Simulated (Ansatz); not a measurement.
Si3N4 (I-43d), computed twice by G0W0.

```xyz
14
Lattice="-3.2374 3.2374 3.2374 3.2374 -3.2374 3.2374 3.2374 3.2374 -3.2374" Properties=species:S:1:pos:R:3 pbc="T T T"
Si    2.4280    3.2374   -1.6187
Si   -1.6187    2.4280    3.2374
Si    0.8093    3.2374    1.6187
Si    1.6187    0.8093    3.2373
Si    3.2374   -1.6187    2.4280
Si    3.2374    1.6187    0.8093
N     1.8220    1.8220    1.8220
N     0.2033   -0.2033    3.0340
N     1.4154    4.6527   -1.4154
N     3.0340    0.2033   -0.2033
N    -1.4154    1.4154    4.6527
N     0.2033    0.2033    0.2033
N     4.6527   -1.4154    1.4154
N    -0.2033    3.0340    0.2033
```

The cell and positions come from the Crystallography Open Database and are kept as given unless a step says otherwise. This is not the form that Si3N4 usually takes at ambient conditions. PAW set soft_2, made with PBE.

The first (Ansatz 0.2.0; start PBE, 4×4×4 mesh, 566 empty bands, screening to 150 eV; 1 × NVIDIA H100 80GB HBM3 (shared by 3 runs) with 3 threads of AMD EPYC 7R13 (Zen 3), shared host) gave, on its mesh: starting gap 4.13 eV, G0W0 gap 5.57 eV, RPA ε∞ (mean) 4.43, 23 s.

The second changes empty bands from 566 to 200 and screening cutoff (eV) from 150.0 to 75.0. What does it give?

It gave: starting gap 4.13 eV, G0W0 gap 5.32 eV, RPA ε∞ (mean) 4.53, 6.5 s. The G0W0 gap moves by −0.25 eV, +0.00 eV from the start and −0.25 eV from the correction. Σc changes by +0.47 eV at the valence top and +0.22 eV at the conduction bottom, and Σx − Vxc between them by +0.00 eV.

Limits: not at the basis limit.

[Paths, hosts, dates, memory and timing lines, banners, echoed tables and standing remarks are left out of the program output.]

[Logs are printed without paths, hosts, clocks, repeated set-up lines and the standing remarks that a program may print on its own settings, such as how far it seeks lower states.]

[Runs of the session that timed out or met a known fault of the program may be left out.]

[Cells called generated may have been cut or substituted from an entry of the Crystallography Open Database or the Materials Project.]

[Hosts, paths, dates, database ids (printed as entryN), source tags and the programs' standing remarks are cut or masked in the printed files.]
